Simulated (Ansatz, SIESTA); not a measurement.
Al2O3: programs and potentials compared

```
CELL_PARAMETERS angstrom
2.88432 0.00000 0.00000
-1.44216 2.49790 0.00000
0.00000 0.00000 9.33675
ATOMIC_POSITIONS crystal
Al 0.00000 0.00000 0.85001
Al 0.00000 0.00000 0.14999
O 0.33333 0.66667 0.77768
O 0.66667 0.33333 0.00000
O 0.33333 0.66667 0.22232
```

Measurements of this composition are mostly on another form, of space group No. 167.

Alike in all runs: task band structure; functional LDA; k mesh 11 × 11 × 3; occupations fermi-dirac, width 0.05 eV; no spin polarisation; no spin-orbit coupling. LDA stands for any of its common fits. Pressure is positive in compression and, in plane waves, holds the error of the finite cutoff, which Ansatz's Pulay term estimates and takes out. Gaps are the smaller of the mesh's and the band path's.

```csv
program and potentials,plane-wave cutoff (eV),notes,band gap (eV),pressure (GPa),largest force (eV/Å)
"Ansatz, Ansatz PAW",420,"potentials made for PBE, which Ansatz adapts in part",?,?,?
"SIESTA, files PseudoDojo sr-lda-0.4.1-standard, DZP (energy shift 0.003 Ry)",-,atomic basis,4.79,-5.80,0.281
"Ansatz, all-electron LAPW, scalar-relativistic",-,-,4.77,-6.82,0.491
```

Question: Estimate from the other rows what the run with Ansatz, Ansatz PAW gave.

Answer: Band gap 4.76 eV; pressure -6.97 GPa; largest force 0.525 eV/Å. Its pressure holds a Pulay term of +0.73 GPa. The other rows, which needn't bracket it: band gap 4.77 to 4.79; pressure -6.82 to -5.80; largest force 0.281 to 0.491.
